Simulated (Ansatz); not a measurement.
# How much does Mg in Cu(100), 2x2 scatter?

Aim: the resistance that Mg in Cu(100), 2x2 adds to the host.

Method: Ansatz plane-wave DFT, PBE, PAW files; ballistic transport by layer matching (Landauer), zero bias; PAW set soft_1, in the first sound run; inputs show where later runs differ, in Ansatz 0.2.0.

Most raw output is cut from this account.

**1. The starting structure**

The cell holds 56 atoms: 55 Cu and 1 Mg. Its edges and angles: a = 5.112 Å, b = 5.112 Å, c = 25.305 Å, α = 90.0°, β = 90.0°, γ = 90.0°. It derives from Cu. Regions: lead, 32 atoms (32 Cu); scattering region, 24 atoms (23 Cu and 1 Mg). The structure is stacked along c, and the current runs across the ab planes.

**2. Transmission at ideal sites**

The defect sits in one plane of the supercell, all atoms on ideal sites; the layers about the cell's end are the lead. The mesh across the current, 10×10, is finer than the density's, because channels open and close sharply across the zone. Energies from -0.1 to 0.1 eV in steps of 0.05 eV are too few for the program's thermal sum, so it prints no conductance; for a metal the transmission near the Fermi level serves, at a fraction of the cost.

File input.yaml:

```yaml
crystal:
  lattice:
    - [5.1123254594, 0.0, 0.0]
    - [0.0, 5.1123254594, 0.0]
    - [0.0, 0.0, 25.30472]
  atoms:
    - { symbol: Cu, position: [0.0, 0.0, 0.0357142857] }
    - { symbol: Cu, position: [0.0, 0.5, 0.0357142857] }
    - { symbol: Cu, position: [0.5, 0.0, 0.0357142857] }
    - { symbol: Cu, position: [0.5, 0.5, 0.0357142857] }
    - { symbol: Cu, position: [0.25, 0.25, 0.1071428571] }
    - { symbol: Cu, position: [0.25, 0.75, 0.1071428571] }
    - { symbol: Cu, position: [0.75, 0.25, 0.1071428571] }
    - { symbol: Cu, position: [0.75, 0.75, 0.1071428571] }
[... 44 atom lines left out ...]
    - { symbol: Cu, position: [0.25, 0.25, 0.9642857143] }
    - { symbol: Cu, position: [0.25, 0.75, 0.9642857143] }
    - { symbol: Cu, position: [0.75, 0.25, 0.9642857143] }
    - { symbol: Cu, position: [0.75, 0.75, 0.9642857143] }
kpoints:
  mp_grid: { grid: [4, 4, 1] }
hamiltonian:
  xc: pbe
  pseudopotentials: { kind: paw, azcp: { folder: soft_1 } }
scf:
  occupations: { method: fermi_dirac, width: 0.1 }
output:
  transmission: { leads: [[0, 4]], kmesh: [10, 10], e_range: [-0.1, 0.1], de: 0.05 }
  write_potential: true
  write_density: true
  volumetric_format: npy
  elf: true
```

Command:

```console
> ansatz run input.yaml --threads 4 --pin off --max-ram 15360MiB --backend cpu --events-out ev --progress --plain --runs-dir out
```

It took 5.7 min on 4 threads of Arm Neoverse V1, shared host; peak memory 7.3 GiB.

This run has no spin polarisation although its electron count is odd.

This step gave:

* free energy: -366308.6177 eV
* energy at zero smearing: -366308.2397 eV
* Fermi energy: 16.33 eV
* cell area: 26.14 Å²
* transmission per spin nearest the Fermi level: 3.466
* open channels per spin nearest the Fermi level: 3.65
* step of the lead's potential: 0.8 meV

Per spin. Transmission, zone mean against energy, zero at the Fermi level:

```csv
energy (eV),"transmission, zone mean"
-0.1000,3.44
-0.0500,3.45
0.0000,3.47
0.0500,3.49
0.1000,3.49
```

Per spin. Table of open channels, zone mean, lead by energy, zero at the Fermi level:

```csv
energy (eV),"open channels, zone mean, lead"
-0.1000,3.57
-0.0500,3.57
0.0000,3.65
0.0500,3.65
0.1000,3.65
```

Transmission over k1 and k2. At 0.0000 eV from the Fermi level.

Values, 10 rows by 10 columns:
```
3.86 3.86 3.87 3.88 3.88 2.31 3.88 3.88 3.87 3.86
3.87 3.87 3.89 3.92 3.90 3.55 3.90 3.92 3.89 3.87
3.87 3.88 3.92 3.95 2.96 1.99 2.96 3.95 3.92 3.88
3.87 3.88 3.90 2.96 2.84 1.86 2.84 2.96 3.90 3.88
1.81 2.31 3.55 1.99 1.86 1.00 1.86 1.99 3.55 2.31
3.87 3.88 3.90 2.96 2.84 1.86 2.84 2.96 3.90 3.88
3.87 3.88 3.92 3.95 2.96 1.99 2.96 3.95 3.92 3.88
3.87 3.87 3.89 3.92 3.90 3.55 3.90 3.92 3.89 3.87
3.86 3.86 3.87 3.88 3.88 2.31 3.88 3.88 3.87 3.86
3.85 3.86 3.87 3.87 3.87 1.81 3.87 3.87 3.87 3.86
```
Columns: k1 (b1) from -0.5 to 0.4; rows upwards: k2 (b2) from -0.5 to 0.4.

Open channels over k1 and k2. At 0.0000 eV from the Fermi level.

Ten even steps from '0' (1.00) to '9' (4.00):
```
9999999999
9999999999
9999636999
9996636699
3993303399
9996636699
9999636999
9999999999
9999999999
9999939999
```
Columns: k1 (b1) from -0.5 to 0.4; rows upwards: k2 (b2) from -0.5 to 0.4.

ELF in the ca plane at fractional y = 0.250, with atoms of Cu and Mg within 0.2 Å of it. It is the smooth field of the valence electrons, not physical close to the nuclei.

Values, 8 rows by 16 columns, each cell a mean:
```
0.24 0.18 0.21 0.24 0.24 0.17 0.24 0.25 0.23 0.21 0.27 0.25 0.18 0.22 0.23 0.23
0.22 0.31 0.21 0.24 0.18 0.36 0.19 0.24 0.22 0.30 0.23 0.21 0.34 0.18 0.24 0.18
0.22 0.23 0.19 0.24 0.19 0.25 0.20 0.25 0.19 0.23 0.24 0.22 0.25 0.18 0.24 0.18
0.25 0.21 0.24 0.23 0.26 0.19 0.26 0.25 0.28 0.25 0.28 0.26 0.20 0.25 0.23 0.25
0.24 0.18 0.21 0.24 0.24 0.17 0.24 0.28 0.21 0.17 0.29 0.25 0.18 0.22 0.23 0.23
0.21 0.31 0.21 0.24 0.18 0.36 0.19 0.29 0.19 0.21 0.26 0.22 0.34 0.18 0.24 0.18
0.22 0.23 0.19 0.24 0.19 0.25 0.20 0.29 0.18 0.20 0.27 0.23 0.25 0.18 0.24 0.18
0.25 0.21 0.24 0.23 0.26 0.19 0.26 0.27 0.26 0.22 0.29 0.26 0.20 0.25 0.23 0.25
```
Columns run along c (16.0 Å, from fractional 0.18 to 0.82 of the cell), rows up along a (5.1 Å). Atoms in or near the plane, at fractional coordinates: Cu at (0.25, 0.25), Cu at (0.25, 0.75), Cu at (0.39, 0.25), Cu at (0.39, 0.75), Mg at (0.54, 0.25), Cu at (0.54, 0.75), Cu at (0.68, 0.25), Cu at (0.68, 0.75).

Electrostatic potential energy in the ca plane at fractional y = 0.250, with atoms of Cu and Mg within 0.2 Å of it. With pseudopotentials it is smooth inside the atoms' cores, unlike the true potential.

Ten even steps from '0' (-54 eV) to '9' (19 eV), each cell a mean:
```
99998899999999889999999988999999998899999999
99974479999997447999999744799999974479999997
99840038999984003899998400389999840038999984
99830037999983003799998300389999830038999983
99962258999985225899998522589999952258999985
99987789999998778999999877899999987789999998
99999999999999999999999999999999999999999999
99998899999999889999999988999999998899999999
99974479999997447999999755799999974479999997
99840038999984003899998400489999840038999984
99830037999983003799998300389999830038999983
99962258999985225899998622689999952258999985
99987789999998778999999877899999987789999998
99999999999999999999999999999999999999999999
```
Columns run along c (16.0 Å, from fractional 0.18 to 0.82 of the cell; values clipped at the 3rd and 97th percentile), rows up along a (5.1 Å). Atoms in or near the plane, at fractional coordinates: Cu at (0.25, 0.25), Cu at (0.25, 0.75), Cu at (0.39, 0.25), Cu at (0.39, 0.75), Mg at (0.54, 0.25), Cu at (0.54, 0.75), Cu at (0.68, 0.25), Cu at (0.68, 0.75).

Valence density in the ca plane at fractional y = 0.250, with atoms of Cu and Mg within 0.2 Å of it. It is the smooth field of the valence electrons, not physical close to the nuclei.

Ten steps, logarithmic in the rise over the least value, from '0' (0 e/Å³) to '9' (42 e/Å³), each cell a mean:
```
00000100000000010000000011000000001100000000
00024420000002442000000244200000024420000002
00148951000015895100001588510000158851000014
00159961000015996100001599610000159961000015
00036741000003663100000366410000036631000013
00012210000001221000000122100000012210000001
00000000000000000000000000000000000000000000
00000100000000010000000000000000001100000000
00024420000002442000000023000000024420000002
00148951000015895100000377400000158851000014
00159961000015996100000488400000159961000015
00036741000003663100000255200000036631000013
00012210000001221000000000000000012210000001
00000000000000000000000000000000000000000000
```
Columns run along c (16.0 Å, from fractional 0.18 to 0.82 of the cell), rows up along a (5.1 Å). Atoms in or near the plane, at fractional coordinates: Cu at (0.25, 0.25), Cu at (0.25, 0.75), Cu at (0.39, 0.25), Cu at (0.39, 0.75), Mg at (0.54, 0.25), Cu at (0.54, 0.75), Cu at (0.68, 0.25), Cu at (0.68, 0.75).

Over the solved energies the transmission per spin lies between 3.44 and 3.49, out of 3.62 channels of the lead on average (up to 3.65).

**3. Resistance at ideal sites**

This step: Ansatz plane-wave DFT, PBE, PAW files; ballistic transport by layer matching (Landauer), zero bias; area resistance of the defect plane and resistivity an atomic per cent; PAW set soft_1 (Ansatz 0.2.0).

This step gave:

* area resistance: 0.04129 fΩ m²
* T over the leads' mean channel count: 0.9575
* resistivity per at.% scaled from this dense plane, with the factor 3/4 for isotropic scattering: 0.6853 µΩ cm

Averaged over the energies near the Fermi level, 95.8 % of the channels pass, which makes 0.0413 fΩ m².

By hand, with T and the leads' channels N averaged over the energies near the Fermi level: RA = A (h/2e²)(1/T − 1/N) = 26.14×10⁻²⁰ m² × 12 906 Ω × (1/3.469 − 1/3.623) = 0.0413 fΩ m². Per atomic per cent: RA × A / V_atom × 0.01 × 3/4 = 0.685 µΩ cm, with the host's V_atom = 11.81 Å³.

**4. Relaxing the neighbours**

The neighbours of the defect are let go while the lead's layers stay on their sites, since a lead must repeat to 0.01 Å.

This step: Ansatz plane-wave DFT, PBE, PAW files; relaxation with the lead's layers held; PAW set soft_1 (Ansatz 0.2.0).

input.yaml: that of step 2 with these lines changed.

```diff
@@ -69,7 +69,6 @@
   occupations: { method: fermi_dirac, width: 0.1 }
-output:
-  transmission: { leads: [[0, 4]], kmesh: [10, 10], e_range: [-0.1, 0.1], de: 0.05 }
-  write_potential: true
-  write_density: true
-  volumetric_format: npy
-  elf: true
+relax:
+  f_tol: 0.03
+  max_steps: 40
+  constraints:
+    - { sites: [0, 1, 2, 3, 4, 5, 6, 7, 8, 9, 10, 11, 12, 13, 14, 15, 40, 41, 42, 43, 44, 45, 46, 47, 48, 49, 50, 51, 52, 53, 54, 55] }
```

Wall time 9.2 min (4 threads); peak memory 6.7 GiB; 36 min of CPU time.

Relaxation path:

```csv
step,energy less that of the first step (eV),largest force component (eV/Å)
1,0.0000,0.2881
2,-0.0569,0.1698
3,-0.0908,0.0124
4,-0.0908,0.0123
```

The atoms that moved most (Å):

```csv
atom,dx,dy,dz,length
Cu24,0.000,0.000,-0.071,0.071
Cu25,-0.018,-0.018,-0.063,0.068
Cu27,0.018,-0.018,-0.063,0.068
Cu26,-0.018,0.018,-0.063,0.068
Cu28,0.018,0.018,-0.063,0.068
Cu33,-0.018,-0.018,0.042,0.049
Cu34,-0.018,0.018,0.042,0.049
Cu35,0.018,-0.018,0.042,0.049
```

This step gave:

| Quantity | Value |
| --- | --- |
| free energy | -366308.7086 eV |
| energy at zero smearing | -366308.3326 eV |
| Fermi energy | 16.34 eV |

The largest force component on a free atom ends at 0.012 eV/Å, under the tolerance of 0.03, after 4 steps.

**5. Transmission after relaxation, relaxed yes**

The transmission is solved again on the relaxed atoms.

This step: Ansatz plane-wave DFT, PBE, PAW files; ballistic transport by layer matching (Landauer), zero bias; PAW set soft_1 (Ansatz 0.2.0).

File input.yaml:

```yaml
crystal:
  lattice:
    - [5.1123254594, 0.0, 0.0]
    - [0.0, 5.1123254594, 0.0]
    - [0.0, 0.0, 25.30472]
  atoms:
    - { symbol: Cu, position: [0.0, 0.0, 0.0357142857] }
    - { symbol: Cu, position: [0.0, 0.5, 0.0357142857] }
    - { symbol: Cu, position: [0.5, 0.0, 0.0357142857] }
    - { symbol: Cu, position: [0.5, 0.5, 0.0357142857] }
    - { symbol: Cu, position: [0.25, 0.25, 0.1071428571] }
    - { symbol: Cu, position: [0.25, 0.75, 0.1071428571] }
    - { symbol: Cu, position: [0.75, 0.25, 0.1071428571] }
    - { symbol: Cu, position: [0.75, 0.75, 0.1071428571] }
[... 44 atom lines left out ...]
    - { symbol: Cu, position: [0.25, 0.25, 0.9642857143] }
    - { symbol: Cu, position: [0.25, 0.75, 0.9642857143] }
    - { symbol: Cu, position: [0.75, 0.25, 0.9642857143] }
    - { symbol: Cu, position: [0.75, 0.75, 0.9642857143] }
kpoints:
  mp_grid: { grid: [4, 4, 1] }
hamiltonian:
  xc: pbe
  pseudopotentials: { kind: paw, azcp: { folder: soft_1 } }
scf:
  occupations: { method: fermi_dirac, width: 0.1 }
output:
  transmission: { leads: [[0, 4]], kmesh: [8, 8], e_range: [-0.05, 0.05], de: 0.05 }
  write_potential: true
  write_density: true
  volumetric_format: npy
```

The job ended after 6.3 min (4 threads; peak memory 6.5 GiB; 24 min of CPU time).

This step gave:

| Quantity | Value |
| --- | --- |
| free energy | -366308.7085 eV |
| energy at zero smearing | -366308.3325 eV |
| transmission per spin nearest the Fermi level | 3.524 |
| open channels per spin nearest the Fermi level | 3.703 |
| step of the lead's potential | 0.6 meV |

Per spin. Transmission, zone mean against energy, zero at the Fermi level:

```csv
energy (eV),"transmission, zone mean"
-0.0500,3.46
0.0000,3.52
0.0500,3.53
```

Transmission over k1 and k2. At 0.0000 eV from the Fermi level.

Ten even steps from '0' (0.97) to '9' (3.94):
```
99998999
99996999
99963699
38630368
99963699
99996999
99998999
99993999
```
Columns: k1 (b1) from -0.5 to 0.375; rows upwards: k2 (b2) from -0.5 to 0.375.

Over the solved energies the transmission per spin lies between 3.46 and 3.53, out of 3.70 channels of the lead on average (up to 3.70).

**6. Resistance after relaxation**

This step: Ansatz plane-wave DFT, PBE, PAW files; ballistic transport by layer matching (Landauer), zero bias; area resistance of the defect plane and resistivity an atomic per cent; PAW set soft_1 (Ansatz 0.2.0).

This step gave:

```yaml
area_resistance: 0.05205 fΩ m²
t_over_the_leads_mean_channel_count: 0.9460
resistivity_per_at_scaled_from_this_dense_plane_with_the_factor_3_over_4_for_isotropic_scattering: 0.8639 µΩ cm
```

Averaged over the energies near the Fermi level, 94.6 % of the channels pass, which makes 0.0520 fΩ m², against 0.0413 on ideal sites.

**7. Results**

```
share of channels that pass, rigid                                : 0.958
area resistance, rigid                                            : 0.0413 fΩ m²
resistivity per at.% from the area resistance, times 3/4, rigid   : 0.685 µΩ cm
share of channels that pass, relaxed                              : 0.946
area resistance, relaxed                                          : 0.0520 fΩ m²
resistivity per at.% from the area resistance, times 3/4, relaxed : 0.864 µΩ cm
```

In words: The plane of defects adds 0.052 fΩ m². Scaled to one atomic per cent that is 1.2 µΩ cm as it stands and 0.86 with the factor 3/4 for isotropic scattering on a spherical Fermi surface. These are rough estimates of the dilute value, not bounds. One Mg in each 2x2 cell reflects 5.4 % of the lead's channels. The relaxed cell differs by 26 % in resistance; between the two runs the lead's own channel count goes from 3.62 to 3.70, so sampling may have a part in it. The defects form a dense periodic sheet that scatters coherently, unlike a dilute random alloy. T and N are means over the solved energies nearest the Fermi level.

[Logs are printed without paths, hosts, clocks, repeated set-up lines and the standing remarks that a program may print on its own settings, such as how far it seeks lower states.]

[Hosts, paths, dates, database ids (printed as entryN), source tags and the programs' standing remarks are cut or masked in the printed files.]
